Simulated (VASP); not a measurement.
# Sb (I4/mmm) in VASP: further runs

Runs on Sb. Level: r2SCAN. Tasks: single point.

All numbers are computed with VASP 6.6.1; they aren't measurements. Logs are shortened: lines on timing, memory, paths and dates and some standing lists are left out, and cuts for length are marked.

**1. The structure**

It takes space group I4/mmm (No. 139, tetragonal). Conventional cell: a = 3.153 Å, b = 3.153 Å, c = 5.424 Å, α = 90.00°, β = 90.00°, γ = 90.00°. Sb (site symmetry 4/mmm) has 12 Sb at 3.15 to 3.51 Å as nearest neighbours.

This isn't the form of Sb at room conditions, which is rhombohedral.

**2. Single point, r2SCAN**

INCAR

```
SYSTEM = Sb
PREC = Accurate
ENCUT = 200
EDIFF = 1E-6
ISMEAR = 0
SIGMA = 0.1
LREAL = .FALSE.
LASPH = .TRUE.
NELM = 100
ALGO = Normal
ISIF = 2
LWAVE = .FALSE.
LCHARG = .FALSE.
METAGGA = R2SCAN
LMIXTAU = .TRUE.
ADDGRID = .FALSE.
```

KPOINTS

```
regular mesh
0
G
  13 13 13
  0 0 0
```

POSCAR

```
Sb
1.0
   -1.5765401831      1.5765401831      2.7119384313
    1.5765401831     -1.5765401831      2.7119384313
    1.5765401831      1.5765401831     -2.7119384313
Sb
1
Direct
    0.0000000000      0.0000000000      0.0000000000
```

Potentials or basis: VASP PAW PBE potentials, release 64 (Sb).

The run is started by

```sh
cat potpaw_PBE.64/Sb/POTCAR > POTCAR
mpirun -np 1 vasp_std > vasp.out
```

OUTCAR:

```text
SYSTEM = Sb
   PREC = Accurate
   ENCUT = 200
   EDIFF = 1E-6
   ISMEAR = 0
   LREAL = .FALSE.
   LASPH = .TRUE.
   NELM = 100
   ISIF = 2
   METAGGA = R2SCAN

 Found    196 irreducible k-points:

 Following reciprocal coordinates:
            Coordinates               Weight
  0.000000  0.000000  0.000000      1.000000
  0.076923  0.000000 -0.000000      8.000000
  0.153846  0.000000 -0.000000      8.000000
  0.230769  0.000000 -0.000000      8.000000
  0.307692  0.000000 -0.000000      8.000000
  0.384615  0.000000 -0.000000      8.000000
   k-points           NKPTS =    196   k-points in BZ     NKDIM =    196   number of bands    NBANDS=      6
   number of dos      NEDOS =    301   number of ions     NIONS =      1
   total plane-waves  NPLWV =   4096
   dimension x,y,z NGX =    16 NGY =   16 NGZ =   16
   dimension x,y,z NGXF=    32 NGYF=   32 NGZF=   32
   ions per type =               1
   NGX,Y,Z   is equivalent  to a cutoff of   7.58,  7.58,  7.58 a.u.
   NGXF,Y,Z  is equivalent  to a cutoff of  15.15, 15.15, 15.15 a.u.
 SYSTEM =  Sb
   PREC   = accura    normal or accurate (medium, high low for compatibility)
   ISTART =      0    job   : 0-new  1-cont  2-samecut
   ICHARG =      2    charge: 1-file 2-atom 10-const
   ISPIN  =      1    spin polarized calculation?
   LNONCOLLINEAR =      F non collinear calculations
   LSORBIT =      F    spin-orbit coupling
   LASPH  =      T    aspherical Exc in radial PAW
   ENCUT  =  200.0 eV  14.70 Ry    3.83 a.u.   4.05  4.05  4.05*2*pi/ulx,y,z
   NELM   =    100;   NELMIN=  2; NELMDL= -5     # of ELM steps
   EDIFF  = 0.1E-05   stopping-criterion for ELM
   LREAL  =      F    real-space projection
   EDIFFG = 0.1E-04   stopping-criterion for IOM
   NSW    =      0    number of steps for IOM
   IBRION =     -1    ionic relax: 0-MD 1-quasi-New 2-CG
   NFREE  =      0    steps in history (QN), initial steepest desc. (CG)
   ISIF   =      2    stress and relaxation
   ISYM   =      2    0-nonsym 1-usesym 2-fastsym
   POTIM  = 0.5000    time-step for ionic-motion
   TEBEG  =    0.0;   TEEND  =   0.0 temperature during run
   PSTRESS=    0.0 pullay stress
   NELECT =       5.0000    total number of electrons
   NUPDOWN=      -1.0000    fix difference up-down
   EMIN   =  10.00;   EMAX   =-10.00  energy-range for DOS
   EFERMI =   0.00;   METHOD = LEGACY
   ISMEAR =     0;   SIGMA  =   0.10  broadening in eV -4-tet -1-fermi 0-gaus
   EFERMI_NEDOS =   21; number of points for ismear=-14 and -15
   IALGO  =     38    algorithm
   IMIX   =      4    mixing-type and parameters
     AMIX     =   0.40;   BMIX     =  1.00
     AMIX_MAG =   1.60;   BMIX_MAG =  1.00
  volume/ion in A,a.u.               =      26.96       181.95
  Fermi-wavevector in a.u.,A,eV,Ry     =   0.933573  1.764197 11.858269  0.871558
  Thomas-Fermi vector in A             =   2.060288
   LORBIT       =      0    0 simple, 1 ext, 2 COOP (PROOUT), +10 PAW based schemes
   METAGGA = R2SCAN    functional components
   LHFCALC =     F    Hartree Fock is set to
   AEXX    =    0.0000 exact exchange contribution
   IVDW    =     0    specifies the selected vdW correction
   LEPSILON=     F    determine dielectric tensor
   LRPA    =     F    only Hartree local field effects (RPA)
 non-spin polarized calculation
 Gauss-broadening in eV      SIGMA  =   0.10
  energy-cutoff  :      200.00
  volume of cell :       26.96
 maximum number of plane-waves:       186
   NGX =  7   NGY =  7   NGZ =  7

 number of electron       5.0000008 magnetization

 Free energy of the ion-electron system (eV)
  ---------------------------------------------------
  ext. energy  EPLUGINS =         0.00000000
  ---------------------------------------------------
  free energy    TOTEN  =       -25.26417517 eV

  energy without entropy =      -25.26155823  energy(sigma->0) =      -25.26286670

 E-fermi :   8.4862     XC(G=0): -10.7826

 val. band max:        8.4686511080   @ k =  -0.3846   0.3846   0.0769
 cond. band min:       8.4882591415   @ k =  -0.3077  -0.3846   0.2308
 fundamental gap:      0.0196080335
 Fermi energy:         8.4861558006

 k-point     1 :       0.0000    0.0000    0.0000
  band No.  band energies     occupation
      1      -5.1253      2.00000
      2      13.3272      0.00000
      3      14.2089      0.00000
      4      14.2089      0.00000
      5      18.1854      0.00000
      6      19.6923      0.00000

 k-point     2 :       0.0769    0.0000   -0.0000
  band No.  band energies     occupation
      1      -4.9996      2.00000
      2      12.7594      0.00000
      3      13.3556      0.00000
      4      14.1799      0.00000
      5      18.2754      0.00000
      6      18.6372      0.00000

 k-point     3 :       0.1538    0.0000   -0.0000
  band No.  band energies     occupation
      1      -4.6237      2.00000
      2      10.6857      0.00000
      3      12.5120      0.00000
      4      14.1192      0.00000
      5      17.1977      0.00000
      6      18.5903      0.00000

 k-point     4 :       0.2308    0.0000   -0.0000
  band No.  band energies     occupation
      1      -4.0038      2.00000
      2       8.2945      1.99329
      3      11.7295      0.00000
      4      14.0737      0.00000
      5      16.3213      0.00000
      6      18.4734      0.00000

 k-point     5 :       0.3077    0.0000   -0.0000
  band No.  band energies     occupation
      1      -3.1576      2.00000
      2       6.0133      2.00000
      3      11.0568      0.00000
      4      14.0720      0.00000
      5      15.6800      0.00000
      6      18.5110      0.00000

 k-point     6 :       0.3846    0.0000   -0.0000
  band No.  band energies     occupation
      1      -2.1443      2.00000
      2       4.0082      2.00000
      3      10.5733      0.00000
      4      14.1070      0.00000
      5      15.2577      0.00000
      6      18.7349      0.00000

 [... further k-points ...]

------------------------ aborting loop because EDIFF is reached ----------------------------------------

  FORCE on cell =-STRESS in cart. coord.  units (eV):
  Direction    XX          YY          ZZ          XY          YZ          ZX
  --------------------------------------------------------------------------------------
  -------------------------------------------------------------------------------------
  Total        0.1813712      0.1813712      0.2433343      0.0000000      0.0000000      0.0000000
  in kB       10.7777696     10.7777696     14.4598553      0.0000000      0.0000000      0.0000000
  external PRESSURE =      12.0051315 kB  Pullay stress =       0.0000000 kB

 VOLUME and BASIS-vectors are now :
 -----------------------------------------------------------------------------
  energy-cutoff  :      200.00
  volume of cell :       26.96
      direct lattice vectors                 reciprocal lattice vectors
    -1.576540183  1.576540183  2.711938431     0.000000000  0.317150178  0.184369967
     1.576540183 -1.576540183  2.711938431     0.317150178  0.000000000  0.184369967
     1.576540183  1.576540183 -2.711938431     0.317150178  0.317150178  0.000000000

 POSITION                                       TOTAL-FORCE (eV/Angst)
 -----------------------------------------------------------------------------------
      0.00000      0.00000      0.00000         0.000000     -0.000000      0.000000
 -----------------------------------------------------------------------------------
    total drift:                                0.000000     -0.000000     -0.000000

  FREE ENERGIE OF THE ION-ELECTRON SYSTEM (eV)
  ---------------------------------------------------
  free  energy   TOTEN  =       -25.2641751666 eV

  energy  without entropy=      -25.2615582269  energy(sigma->0) =      -25.26286670
```

Run time: 12 s. Hardware: 1 thread of Intel Xeon 6975P-C (Granite Rapids), shared host; peak memory 0.12 GiB.

The run converged, but some of its settings lie outside the range that counts as converged, so its numbers aren't taken as properties of the crystal.

Results:

```
Free energy            : -25.2642 eV
Pressure               : 1.2 GPa
Band gap on the k mesh : none (metal or under the smearing width)
```

Caveat: the cutoff is under 1.25 times the usual one of these potentials, so pressure, stress and relaxed cells hold a basis-set (Pulay) error; the PAW data sets were made with another functional, which shifts forces and pressure a little.

**3. Single point, r2SCAN**

INCAR is that of step 2.

KPOINTS is that of step 2.

POSCAR

```
Sb
1.0
   -1.5638750000      1.6131910000      2.7402030000
    1.6104090000     -1.5604430000      2.7365900000
    1.5281950000      1.5247630000     -2.7095380000
Sb
1
Direct
    0.0004760000      0.0218010000      0.0165680000
```

Potentials or basis: VASP PAW PBE potentials, release 64 (Sb).

The run is started by

```sh
cat potpaw_PBE.64/Sb/POTCAR > POTCAR
mpirun -np 1 vasp_std > vasp.out
```

It took 44 s on 1 thread of Intel Xeon 6975P-C (Granite Rapids), shared host; peak memory 0.15 GiB.

These settings aren't checked as converged: the numbers below hold their error.

What came out:

```yaml
Free_energy: -25.2657 eV
Pressure: 1.4 GPa
Band_gap_on_the_k_mesh: none (metal or under the smearing width)
```

Caveat: the cutoff is under 1.25 times the usual one of these potentials, so pressure, stress and relaxed cells hold a basis-set (Pulay) error; the PAW data sets were made with another functional, which shifts forces and pressure a little.

**4. Single point, r2SCAN**

INCAR, as its differences from that of step 3:

```diff
@@ -2,3 +2,3 @@
 PREC = Accurate
-ENCUT = 200
+ENCUT = 300
 EDIFF = 1E-6
```

KPOINTS

```
regular mesh
0
G
  11 11 11
  0 0 0
```

POSCAR

```
Sb
1.0
   -1.5765401831      1.5765401831      2.7119384313
    1.5765401831     -1.5765401831      2.7119384313
    1.5765401831      1.5765401831     -2.7119384313
Sb
1
Direct
    0.0000000000      0.0000000000      0.0000000000
```

Potentials or basis: VASP PAW PBE potentials, release 64 (Sb).

The run is started by

```sh
cat potpaw_PBE.64/Sb/POTCAR > POTCAR
mpirun -np 1 vasp_std > vasp.out
```

OUTCAR:

```text
SYSTEM = Sb
   PREC = Accurate
   ENCUT = 300
   EDIFF = 1E-6
   ISMEAR = 0
   LREAL = .FALSE.
   LASPH = .TRUE.
   NELM = 100
   ISIF = 2
   METAGGA = R2SCAN

 Found    126 irreducible k-points:

 Following reciprocal coordinates:
            Coordinates               Weight
  0.000000  0.000000  0.000000      1.000000
  0.090909  0.000000  0.000000      8.000000
  0.181818  0.000000 -0.000000      8.000000
  0.272727  0.000000 -0.000000      8.000000
  0.363636  0.000000 -0.000000      8.000000
  0.454545  0.000000 -0.000000      8.000000
   k-points           NKPTS =    126   k-points in BZ     NKDIM =    126   number of bands    NBANDS=      6
   number of dos      NEDOS =    301   number of ions     NIONS =      1
   total plane-waves  NPLWV =   8000
   dimension x,y,z NGX =    20 NGY =   20 NGZ =   20
   dimension x,y,z NGXF=    40 NGYF=   40 NGZF=   40
   ions per type =               1
   NGX,Y,Z   is equivalent  to a cutoff of   9.47,  9.47,  9.47 a.u.
   NGXF,Y,Z  is equivalent  to a cutoff of  18.94, 18.94, 18.94 a.u.
 SYSTEM =  Sb
   PREC   = accura    normal or accurate (medium, high low for compatibility)
   ISTART =      0    job   : 0-new  1-cont  2-samecut
   ICHARG =      2    charge: 1-file 2-atom 10-const
   ISPIN  =      1    spin polarized calculation?
   LNONCOLLINEAR =      F non collinear calculations
   LSORBIT =      F    spin-orbit coupling
   LASPH  =      T    aspherical Exc in radial PAW
[... 57 lines left out ...]

 k-point     1 :       0.0000    0.0000    0.0000
  band No.  band energies     occupation
      1      -5.1331      2.00000
      2      13.3317      0.00000
      3      14.1987      0.00000
      4      14.1987      0.00000
      5      18.1717      0.00000
      6      19.6800      0.00000
[... 37 lines left out ...]
 k-point     6 :       0.4545    0.0000   -0.0000
  band No.  band energies     occupation
      1      -1.2860      2.00000
      2       2.6561      2.00000
      3      10.3297      0.00000
      4      14.1331      0.00000
      5      15.0524      0.00000
      6      19.0585      0.00000

 [... further k-points ...]

------------------------ aborting loop because EDIFF is reached ----------------------------------------

  FORCE on cell =-STRESS in cart. coord.  units (eV):
  Direction    XX          YY          ZZ          XY          YZ          ZX
  --------------------------------------------------------------------------------------
  -------------------------------------------------------------------------------------
  Total        0.1031953      0.1031953      0.2339685      0.0000000      0.0000000      0.0000000
  in kB        6.1322618      6.1322618     13.9033032      0.0000000      0.0000000      0.0000000
  external PRESSURE =       8.7226089 kB  Pullay stress =       0.0000000 kB

 VOLUME and BASIS-vectors are now :
 -----------------------------------------------------------------------------
  energy-cutoff  :      300.00
  volume of cell :       26.96
      direct lattice vectors                 reciprocal lattice vectors
    -1.576540183  1.576540183  2.711938431     0.000000000  0.317150178  0.184369967
     1.576540183 -1.576540183  2.711938431     0.317150178  0.000000000  0.184369967
     1.576540183  1.576540183 -2.711938431     0.317150178  0.317150178  0.000000000

 POSITION                                       TOTAL-FORCE (eV/Angst)
 -----------------------------------------------------------------------------------
      0.00000      0.00000      0.00000         0.000000     -0.000000      0.000000
 -----------------------------------------------------------------------------------
    total drift:                                0.000000     -0.000000     -0.000000

  FREE ENERGIE OF THE ION-ELECTRON SYSTEM (eV)
  ---------------------------------------------------
  free  energy   TOTEN  =       -25.2622734795 eV

  energy  without entropy=      -25.2594550008  energy(sigma->0) =      -25.26086424
```

stdout:

```text
POSCAR found type information on POSCAR Sb
 POSCAR found :  1 types and       1 ions
 scaLAPACK will be used
 -----------------------------------------------------------------------------
|                                                                             |
|                                                                             |
|     You enforced a specific xc type in the INCAR file but a different       |
|     I HOPE YOU KNOW WHAT YOU ARE DOING!                                     |
|                                                                             |
 -----------------------------------------------------------------------------

 LDA part: xc-table for (None), standard interpolation
 POSCAR, INCAR and KPOINTS ok, starting setup
 FFT: planning ... GRIDC
 FFT: planning ... GRID_SOFT
 FFT: planning ... GRID
 WAVECAR not read
 entering main loop
```

Run time: 23 s. Hardware: 1 thread of Intel Xeon 6975P-C (Granite Rapids), shared host; peak memory 0.13 GiB.

These settings aren't checked as converged: the numbers below hold their error.

What came out:

```yaml
Free_energy: -25.2623 eV
Pressure: 0.9 GPa
Band_gap_on_the_k_mesh: none (metal or under the smearing width)
```

Caveat: the PAW data sets were made with another functional, which shifts forces and pressure a little.
